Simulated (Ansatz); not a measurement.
Input of an Ansatz 0.2.0 run:

File input.yaml:

```yaml
crystal:
  lattice:
    - [0.0, 2.3495, 2.3495]
    - [2.3495, 0.0, 2.3495]
    - [2.3495, 2.3495, 0.0]
  atoms:
    - { symbol: Cd, position: [0.0, 0.0, 0.0] }
    - { symbol: O, position: [0.5, 0.5, 0.5] }
kpoints:
  mp_grid: { grid: [7, 7, 7] }
scf:
  occupations: { method: fermi_dirac, width: 0.02 }
hamiltonian:
  xc: pbe
  pseudopotentials: { kind: all_electron, lapw: { basis_error: 0.002 } }
output:
  forces: true
  stress: true
  eigenvalues: true
```

Potentials or basis: all-electron LAPW, scalar-relativistic.

Run with:

```console
$ ansatz run input.yaml --threads 1 --pin off --max-ram 2560MiB --backend cpu --events-out ev --progress --plain --runs-dir out
```

(1) Predict the band gap on the k mesh.

(2) Estimate the pressure.

Answers

(1) none (metal or under the smearing width).

(2) 6.1 GPa.

Caveat: this crystal is a semiconductor, whose small gap the functional closes, so the metal is an error of the method.
